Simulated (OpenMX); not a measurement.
BP under changes of volume

One of the cells (11.682 Å³/atom); the others are scaled copies at fixed shape and fractional positions:

```
P B
1.0
     0.00000    2.26900    2.26900
     2.26900    0.00000    2.26900
     2.26900    2.26900    0.00000
P B
1 1
Direct
  0.75000 0.75000 0.75000
  0.00000 0.00000 0.00000
```

```yaml
Program: OpenMX 3.8.5
Functional: LDA
Potentials_or_basis: OpenMX 2013 LDA set, P7.0-s2p2d1f1, B7.0-s2p2d1, fixed grid of 27 × 27 × 27 points
k_mesh: 11 × 11 × 11
Occupations: fermi-dirac, width 0.05 eV
Spin: no spin polarisation
```

```csv
volume (Å³/atom),energy over the lowest point (meV/atom),gap on the mesh (eV)
10.981,5.19,1.18
11.214,0.00,1.22
11.448,0.32,1.25
11.682,5.62,1.28
11.915,15.43,1.31
12.149,?,?
12.383,46.90,1.36
```

**Question.** What does the run at 12.149 Å³/atom give?

**Answer.** Energy over the lowest point 29.32 meV/atom; gap on the mesh 1.33 eV.

Worked out: A Birch-Murnaghan fit of order 3 (a polynomial in V^(-2/3)) to the other rows has its minimum at 11.32 Å³/atom with B0 = V·E''(V) = 175 GPa and B' = 4.0. It gives 29.32 meV/atom at 12.149 Å³/atom, against the run's 29.32. A straight line through the other rows of the gap, of slope 1.49 eV per unit of ln V, gives 1.34 eV, against the run's 1.33.

Energies are extrapolated to zero smearing.

Caveats: an odd mesh through Γ misses points on the zone boundary, where band edges often lie; the basis of atomic orbitals isn't converged, which shifts pressures, moduli and gaps.
